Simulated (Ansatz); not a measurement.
Reactions of H$_{4}$O$_{2}$Si (`O[SiH2]O`).

Program: Ansatz. Geometries: PBE0-D4/def2-TZVP. ΔE: electronic, gas phase. CBS: MP2 limit from def2 TZ/QZ plus the TZ coupled-cluster correction, frozen cores. This one scheme is used for every species, atoms too. Functionals use def2-TZVPP. Open shells (•) are unrestricted, without spin–orbit coupling. Each species was taken in one conformer, which may not be the lowest.

| reaction | HF/CBS(def2) (kJ/mol) | r2SCAN-D4 (kJ/mol) | B2PLYP (kJ/mol) | CCSD(T)/CBS(def2) (kJ/mol) |
| --- | --- | --- | --- | --- |
| `O[SiH2]O` + `[SiH3]S` → `O[SiH2]S[SiH3]` + H₂O | 59 | 34 | 44 | 33 |
| `O[SiH2]O` + H• → `O[SiH]O`• + H₂ | -13 | -53 | -42 | -37 |
| `O[SiH2]O` + `[OH]`• → `O[SiH]O`• + H₂O | -28 | -109 | -103 | -106 |
| `O[SiH2]O` + `C[SiH3]` → `C[SiH2][SiH2]O` + H₂O | 150 | 120 | 131 | 121 |
| `O[SiH2]O` + `[CH3]`• → `O[SiH]O`• + CH₄ | -19 | -55 | -53 | -49 |
| `O[SiH2]O` + `C#C[SiH2][AlH][Cl]` → `C#C[SiH2]O` + `O[SiH2][AlH][Cl]` | 32 | 33 | 33 | 33 |
| `O[SiH2]O` + `S[SiH](Cl)Cl` → `O[SiH2]S[SiH](Cl)Cl` + H₂O | 61 | 30 | 42 | 28 |
| `O[SiH2]O` + `O[Si](O)(O)S` → `O[SiH2]S[Si](O)(O)O` + H₂O | 64 | 27 | 42 | 28 |
| `O[SiH2]O` + `F[C](F)F`• → `[O][SiH2]O`• + `FC(F)F` | 11 | 52 | 54 | 56 |
| `O[SiH2]O` + `CN[SiH2]O` → `CN([SiH2]O)[SiH2]O` + H₂O | 64 | 43 | 51 | 39 |

Largest T1 diagnostic: 0.019, for `[O][SiH2]O`•.
